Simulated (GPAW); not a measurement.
# CdSe (F-43m) in GPAW: further runs, part 2 of 3

GPAW 26.7.0.

## Step 3: Optical spectrum by the Bethe-Salpeter equation, GLLB-SC

Contents of run.py:

```python
import numpy as np
from ase import Atoms
from ase.dft.bandgap import bandgap
from ase.io import write
from gpaw import GPAW, PW
from gpaw.response.bse import BSE

atoms = Atoms(['Cd', 'Se'],
              cell=[[0.0, 3.0702711986, 3.0702711986],
                    [3.0702711986, 0.0, 3.0702711986],
                    [3.0702711986, 3.0702711986, 0.0]],
              scaled_positions=[[0.0, 0.0, 0.0],
                                [0.25, 0.25, 0.25]],
              pbc=True)

calc = GPAW(mode=PW(500),
            xc='GLLBSC',
            kpts={'size': (6, 6, 6), 'gamma': True},
            occupations={'name': 'fermi-dirac', 'width': 0.001},
            nbands=18,
            convergence={'density': 1e-06},
            maxiter=150,
            txt='gpaw.txt')
atoms.calc = calc
energy = atoms.get_potential_energy()
calc.write('gs.gpw')
write('result.traj', atoms)
print('Fermi level:', round(calc.get_fermi_level(), 4), 'eV')
print(f'Gap: {bandgap(calc)[0]:.4f} eV, direct: {bandgap(calc, direct=True)[0]:.4f} eV')

dense = calc.fixed_density(kpts={'size': (7, 7, 7), 'gamma': True},
                           nbands=55, convergence={'bands': 49},
                           update_fermi_level=True, txt='dense.txt')
dense.write('dense.gpw', mode='all')
gap = bandgap(dense, direct=True)[0]
print(f'Direct gap on the dense mesh: {gap:.4f} eV')

bse = BSE('dense.gpw',
          ecut=40,
          valence_bands=range(7, 9),
          conduction_bands=range(9, 11),
          nbands=49,
          mode='BSE',
          integrate_gamma='WS',
          direction=0,
          txt='bse.txt',
          eshift=0.5)
bse.get_dielectric_function(w_w=np.linspace(0, 11, 221), eta=0.1, filename='bse.csv', write_eig='eig.dat')
_, energies, weights = np.loadtxt('eig.dat', unpack=True)
bright = energies[weights > 1e-3 * weights.max()]
print(f'Lowest exciton {energies.min():.4f} eV, lowest bright one {bright.min():.4f} eV')
```

Potentials or basis: the program's PAW data sets (release 1.2.1) made for this functional, pw.

On the command line:

```bash
> OMP_NUM_THREADS=1 python run.py
```

gpaw.txt:

```text
___ ___ ___ _ _ _
 |   |   |_  | | | |
 | | | | | . | | | |
 |__ |  _|___|_____|  26.7.0
 |___|_|

Input parameters:
  convergence: {density: 1e-06}
  kpts: {gamma: True,
         size: (6, 6, 6)}
  maxiter: 150
  mode: {ecut: 500.0,
         name: pw}
  nbands: 18
  occupations: {name: fermi-dirac,
                width: 0.001}
  xc: GLLBSC

System changes: positions, numbers, cell, pbc, initial_charges, initial_magmoms

Initialize ...

species:
  Cd:
    name:    Cadmium
    Z:       48.0
    valence: 12
    core:    36
    charge:  0.0  # [|e|]
    compensation charges:
      type: gauss
      rc: 0.38  # [Å]
      lmax: 2
    cutoffs:
      filter: 2.12  # [Å]
      core: 2.62  # [Å]
    projectors
    | kind |    occ | energy [eV] | rcut [Å] |
    |------|--------|-------------|----------|
    |   5s |  2.000 |      -8.047 |    1.191 |
    |   5p |  0.000 |      -3.235 |    1.228 |
    |   4d | 10.000 |     -14.478 |    1.164 |
    |    s |        |      19.165 |    1.191 |
    |    p |        |      23.976 |    1.228 |
    |    d |        |      12.733 |    1.164 |

    Using partial waves for Cd as LCAO basis

  Se:
    name:    Selenium
    Z:       34.0
    valence: 6
    core:    28
    charge:  0.0  # [|e|]
    compensation charges:
      type: gauss
      rc: 0.27  # [Å]
      lmax: 2
    cutoffs:
      filter: 1.77  # [Å]
      core: 2.61  # [Å]
    projectors
    | kind |    occ | energy [eV] | rcut [Å] |
    |------|--------|-------------|----------|
    |   4s |  2.000 |     -19.929 |    0.847 |
    |   4p |  4.000 |      -9.440 |    1.005 |
    |    s |        |       7.282 |    0.847 |
    |    p |        |      17.771 |    1.005 |
    |    d |        |       0.000 |    0.847 |

    Using partial waves for Se as LCAO basis

Reference energy: -218159.766418  # eV

Spin-paired calculation

Convergence criteria:
 Maximum [total energy] change in last 3 cyles: 0.0005 eV / valence electron
 Maximum integral of absolute [dens]ity change: 1e-06 electrons / valence electron
 Maximum integral of absolute [eigenst]ate change: 4e-08 eV^2 / valence electron
 Maximum number of scf [iter]ations: 150
 (Square brackets indicate name in SCF output, whereas a 'c' in
 the SCF output indicates the quantity has converged.)

Symmetries present (total): 24

  ( 1  0  0)  ( 1  0  0)  ( 1  0 -1)  ( 1  0 -1)  ( 1 -1  0)  ( 1 -1  0)
  ( 0  1  0)  ( 0  0  1)  ( 0  1 -1)  ( 0  0 -1)  ( 0 -1  1)  ( 0 -1  0)
  ( 0  0  1)  ( 0  1  0)  ( 0  0 -1)  ( 0  1 -1)  ( 0 -1  0)  ( 0 -1  1)

  ( 0  1  0)  ( 0  1  0)  ( 0  1 -1)  ( 0  1 -1)  ( 0  0  1)  ( 0  0  1)
  ( 1  0  0)  ( 0  0  1)  ( 1  0 -1)  ( 0  0 -1)  ( 1  0  0)  ( 0  1  0)
  ( 0  0  1)  ( 1  0  0)  ( 0  0 -1)  ( 1  0 -1)  ( 0  1  0)  ( 1  0  0)

  ( 0  0 -1)  ( 0  0 -1)  ( 0 -1  1)  ( 0 -1  1)  ( 0 -1  0)  ( 0 -1  0)
  ( 1  0 -1)  ( 0  1 -1)  ( 1 -1  0)  ( 0 -1  0)  ( 1 -1  0)  ( 0 -1  1)
  ( 0  1 -1)  ( 1  0 -1)  ( 0 -1  0)  ( 1 -1  0)  ( 0 -1  1)  ( 1 -1  0)

  (-1  1  0)  (-1  1  0)  (-1  0  1)  (-1  0  1)  (-1  0  0)  (-1  0  0)
  (-1  0  1)  (-1  0  0)  (-1  1  0)  (-1  0  0)  (-1  1  0)  (-1  0  1)
  (-1  0  0)  (-1  0  1)  (-1  0  0)  (-1  1  0)  (-1  0  1)  (-1  1  0)

216 k-points: 6 x 6 x 6 Monkhorst-Pack grid + [1/12,1/12,1/12]
16 k-points in the irreducible part of the Brillouin zone
       k-points in crystal coordinates                weights
   0:     0.00000000    0.00000000    0.00000000          1/216
   1:     0.16666667    0.16666667    0.00000000          6/216
   2:     0.16666667    0.16666667    0.16666667          8/216
   3:     0.33333333    0.16666667    0.16666667         12/216
   4:     0.33333333    0.33333333   -0.33333333         12/216
   5:     0.33333333    0.33333333    0.00000000          6/216
   6:     0.33333333    0.33333333    0.16666667         24/216
   7:     0.33333333    0.33333333    0.33333333          8/216
   8:     0.50000000    0.33333333   -0.33333333         24/216
   9:     0.50000000    0.33333333   -0.16666667         12/216
          ...
  15:     0.50000000    0.50000000    0.50000000          4/216

Wave functions: Plane wave expansion
  Cutoff energy: 500.000 eV
  Number of coefficients (min, max): 1441, 1484
  Pulay-stress correction: 0.000000 eV/Ang^3 (de/decut=0.000000)
  Using FFTW library
  ScaLapack parameters: grid=1x1, blocksize=None
  Wavefunction extrapolation:
    Improved wavefunction reuse through dual PAW basis

Occupation numbers: Fermi-Dirac:
  width: 0.0010  # eV

Eigensolver
   Davidson(niter=2)

Densities:
  Coarse grid: 24*24*24 grid
  Fine grid: 48*48*48 grid
  Total Charge: 0.000000

Density mixing:
  Method: separate
  Backend: msr1
  Linear mixing parameter: 0.05
  old densities: 10
  Width of damping distribution: 1.1
  Damping of long wavelength oscillations: 20

Hamiltonian:
  XC and Coulomb potentials evaluated on a 48*48*48 grid
  Using the GLLBSC Exchange-Correlation functional
  External potential:
    NoExternalPotential

XC parameters: GLLBSC functional being used consists of
  -----------------------------------------------------------------------
  | Weight | Module     | Description                                   |
  -----------------------------------------------------------------------
  |  1.000 | SCREENING  | GGA_X_PBE_SOL with 2 nearest neighbor stencil |
  |  1.000 | RESPONSE   | eps=0.0500 eV                                 |
  |  1.000 | XC         | GGA_C_PBE_SOL with 2 nearest neighbor stencil |
  -----------------------------------------------------------------------

Number of atoms: 2
Number of atomic orbitals: 13
Number of bands in calculation: 18
Number of valence electrons: 18
Bands to converge: occupied

... initialized

Initializing position-dependent things.

Density initialized from atomic densities
Creating initial wave functions:
  13 bands from LCAO basis set
  5 bands from random numbers

            Se

       Cd

Atomic positions and initial magnetic moments

Positions:
   0 Cd     0.000000    0.000000    0.000000    ( 0.0000,  0.0000,  0.0000)
   1 Se     1.535136    1.535136    1.535136    ( 0.0000,  0.0000,  0.0000)

Unit cell:
           periodic     x           y           z      points  spacing
  1. axis:    yes    0.000000    3.070271    3.070271    24     0.1477
  2. axis:    yes    3.070271    0.000000    3.070271    24     0.1477
  3. axis:    yes    3.070271    3.070271    0.000000    24     0.1477

  Lengths:   4.342019   4.342019   4.342019
  Angles:   60.000000  60.000000  60.000000

Effective grid spacing dv^(1/3) = 0.1612

iter:   1    -6.833498
iter:   2    -6.816068   -1.12  -1.17
iter:   3    -6.306738   -2.23  -1.10
iter:   4    -6.072941   -2.14  -1.44
iter:   5    -6.101066   -2.60  -1.48
iter:   6    -6.075503   -3.60  -1.79
iter:   7    -6.102510   -3.43  -1.74
iter:   8    -6.154436   -3.22  -1.90
iter:   9    -6.140091   -4.78  -2.51
iter:  10    -6.154689   -3.90  -2.46
iter:  11    -6.156813   -5.27  -2.77
iter:  12    -6.161777c  -4.85  -3.02
iter:  13    -6.162550c  -5.94  -3.46
iter:  14    -6.162232c  -6.55  -3.97
iter:  15    -6.162103c  -7.30  -4.55
iter:  16    -6.161678c  -8.10c -4.50
iter:  17    -6.161791c  -9.13c -5.23
iter:  18    -6.161771c  -9.72c -5.55
iter:  19    -6.161747c -10.50c -6.10c

Converged after 19 iterations.

Dipole moment: (-3.089553, -3.089553, -3.089553) |e|*Ang

Energy contributions relative to reference atoms: (reference = -218159.766418)

Kinetic:        +58.957549
Potential:      -54.532138
External:        +0.000000
XC:             -10.932727
Entropy (-ST):   -0.000000
Local:           +0.345570
SIC:             +0.000000
--------------------------
Free energy:     -6.161747
Extrapolated:    -6.161747

GLLBSC response reference energy: 1.95697 eV (from HOMO)

Showing only first 2 kpts
 Kpt  Band  Eigenvalues  Occupancy
  0     7      1.95698    2.00000
  0     8      1.95698    2.00000
  0     9      2.91309    0.00000
  0    10      8.15532    0.00000

  1     7      1.46324    2.00000
  1     8      1.46324    2.00000
  1     9      4.62636    0.00000
  1    10      7.13312    0.00000

Fermi level: 2.31790

Gap: 0.956 eV
Transition (v -> c):
  (s=0, k=0, n=8, [0.00, 0.00, 0.00]) -> (s=0, k=0, n=9, [0.00, 0.00, 0.00])
No difference between direct/indirect transitions
Writing to gs.gpw (mode='')
```

It took 30 min on 1 thread of Arm Neoverse V1, shared host; peak memory 0.43 GiB.

Results:

```yaml
Band_gap_on_the_k_mesh_Kohn-Sham_part_alone_mean-field_level: 0.96 eV, direct
Exciton_binding_energy: 0.18 eV
```

Lowest exciton energies (eV): 1.28, 1.28, 2.38, 2.39, 2.39, 2.44, 2.44, 2.44

Caveat: the band lists can cut through equal levels, which moves peak heights; on so coarse a mesh excitons come out too strongly bound; on this mesh the treatment of q = 0 moves the result by about a tenth of an eV; a model potential gives levels but no total energy; the long-wavelength limit can be off by several per cent where d states take part; response on these states lacks terms of the Hamiltonian; the static dielectric constant lacks the antiresonant part and is too small; spectra need much finer meshes, so this one isn't converged; an odd mesh through Γ misses points on the zone boundary, where band edges often lie.

(Continued in part 3 of 3.)
